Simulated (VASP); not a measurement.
# Sn: relaxed cell and band gap, by functional

Sn, Fd-3m (no. 227), 2 atoms in the cell.

| Functional | Volume (Å³/atom) | Change from the starting volume (fraction) | Gap, path and mesh (eV) | Time (s) |
|---|---|---|---|---|
| RPBE | 38.12 | 0.128 | 0.00 | 274 |
| revPBE | 37.75 | 0.117 | 0.00 | 248 |
| AM05 | 35.24 | 0.042 | 0.00 | 219 |
| PW91 | 36.71 | 0.086 | 0.00 | 172 |
| BLYP | 39.59 | 0.171 | 0.00 | 263 |
| optPBE exchange with PBE correlation | 36.25 | 0.072 | 0.00 | 170 |
| optB88 exchange with PBE correlation | 35.55 | 0.052 | 0.00 | 170 |
| optB86b exchange with PBE correlation | 34.89 | 0.032 | 0.00 | 175 |
| CX exchange with PBE correlation | 34.34 | 0.016 | 0.00 | 180 |

## Input of the first row

INCAR.step1:
```
  ALGO = Normal
  EDIFF = 1E-7
  EDIFFG = -0.005
  ENCUT = 600
  GGA = RP
  GGA_COMPAT = F
  IBRION = 2
  ISIF = 3
  ISMEAR = 1
  LASPH = T
  LCHARG = F
  LREAL = F
  LWAVE = F
  NELM = 150
  NSW = 60
  PREC = Accurate
  SIGMA = 0.1
```

INCAR.step2, as INCAR.step1 but for:
```
- NSW = 60
+ NSW = 40
```

INCAR.step3, as INCAR.step2 but for:
```
- EDIFFG = -0.005
- IBRION = 2
- ISIF = 3
- NSW = 40
+ ISIF = 2
+ NBANDS = 21
```

KPOINTS:
```
k-points
0
Gamma
  7 7 7
```

KPOINTS_OPT:
```
path GXWKGLUWLK,UX
8
line-mode
reciprocal
 0.0000000000  0.0000000000  0.0000000000  G
 0.5000000000  0.0000000000  0.5000000000  X

 0.5000000000  0.0000000000  0.5000000000  X
 0.5000000000  0.2500000000  0.7500000000  W

 0.5000000000  0.2500000000  0.7500000000  W
 0.3750000000  0.3750000000  0.7500000000  K

 0.3750000000  0.3750000000  0.7500000000  K
 0.0000000000  0.0000000000  0.0000000000  G

 0.0000000000  0.0000000000  0.0000000000  G
 0.5000000000  0.5000000000  0.5000000000  L

 0.5000000000  0.5000000000  0.5000000000  L
 0.6250000000  0.2500000000  0.6250000000  U

 0.6250000000  0.2500000000  0.6250000000  U
 0.5000000000  0.2500000000  0.7500000000  W

 0.5000000000  0.2500000000  0.7500000000  W
 0.5000000000  0.5000000000  0.5000000000  L

 0.5000000000  0.5000000000  0.5000000000  L
 0.3750000000  0.3750000000  0.7500000000  K

 0.6250000000  0.2500000000  0.6250000000  U
 0.5000000000  0.0000000000  0.5000000000  X
```

POSCAR.step1:
```
Sn
1.0
    0.0000000000      3.2333428000      3.2333428000
    3.2333428000      0.0000000000      3.2333428000
    3.2333428000      3.2333428000      0.0000000000
Sn
2
Direct
    0.7500000000      0.7500000000      0.7500000000
    0.5000000000      0.5000000000      0.5000000000
```

Commands (each step's output is kept before the next begins):
```
cat potpaw_PBE.64/Sn_d/POTCAR > POTCAR
cp INCAR.step1 INCAR
cp POSCAR.step1 POSCAR
mpirun -np 1 vasp_std > vasp.out
cp CONTCAR POSCAR
rm WAVECAR CHG
cp INCAR.step2 INCAR
mpirun -np 1 vasp_std > vasp.out
cp CONTCAR POSCAR
rm WAVECAR CHG
cp INCAR.step3 INCAR
mpirun -np 1 vasp_std > vasp.out
```

Changes of the last row against the first:
```
(all steps)
- GGA = RP
+ GGA = CX
```

VASP 6.6.1 took 274 s on 1 core (Intel Xeon Platinum 8375C @ 2.90GHz (Ice Lake)), a shared host.
